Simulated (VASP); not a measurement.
```xyz
2
Lattice="0.0000 3.0022 3.0022 3.0022 0.0000 3.0022 3.0022 3.0022 0.0000" Properties=species:S:1:pos:R:3 pbc="T T T"
Al     0.0000     0.0000     0.0000
Sb     1.5011     1.5011     1.5011
```

Method: PBEsol GGA, VASP's PBE PAW potentials (set 64) (plane waves; VASP). Run with 400 eV cut-off, 7×7×7 Γ-centred mesh, Gaussian smearing of 0.050 eV, potentials Al Sb.

Energy and stress use the plane-wave basis of the starting cell.

**Question.** The ions, cell shape and volume are relaxed. Give the cell that the relaxation ends in.

**Answer.** 
```xyz
2
Lattice="0.0000 3.0841 3.0841 3.0841 0.0000 3.0841 3.0841 3.0841 0.0000" Properties=species:S:1:pos:R:3 pbc="T T T"
Al     0.0000     0.0000     0.0000
Sb     1.5421     1.5421     1.5421
```
Space group F-43m (216), at a tolerance of 0.03 Å.

**Question.** How do energy and volume change from the first to the last step?

**Answer.** The energy (σ→0) changes by -34.4 meV/atom and the volume by +8.4 %, in 3 ionic steps.

The structure was generated: AlSb was put into the zinc blende type (F-43m), which need not be its known phase. This run relaxes it. Symmetry was kept, so distortions that lower it aren't found.
